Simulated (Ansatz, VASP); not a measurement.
## One calculation of Rb, two programs

```
CELL_PARAMETERS angstrom
2.40620 -4.21107 0.00000
2.40620 4.21107 0.00000
0.00000 0.00000 7.82242
ATOMIC_POSITIONS crystal
Rb 0.83600 0.16400 0.75000
Rb 0.16400 0.83600 0.25000
```

Change from the starting cell: volume 79.262 Å^3 an atom, stretch along c over the lengths across it, relative to the relaxed cell 1.0000.

Alike in both runs: task single point; functional PBE; dispersion D3(BJ); k mesh 12 × 12 × 6; occupations gaussian, width 0.15 eV; no spin polarisation.

|  | VASP | Ansatz |
| --- | --- | --- |
| version | VASP 6.6.1 | Ansatz 0.2.0 |
| potentials or method | VASP PAW PBE potentials, release 64 (Rb_sv) | scalar-relativistic, plane waves, PAW |
| plane-wave cutoff (eV) | 520 | 420 |
| valence electrons in the cell | 18 | 18 |

|  | VASP | Ansatz | Ansatz less VASP |
| --- | --- | --- | --- |
| gap on the k mesh at the Fermi level (eV) | none | none | - |
| pressure (GPa) | 0.3 | 0.3 | 0.00 |

A gap of «none» marks a metal or a gap that the smearing closes.

Caveats: pairwise dispersion overbinds metals, which lowers pressure and volume.
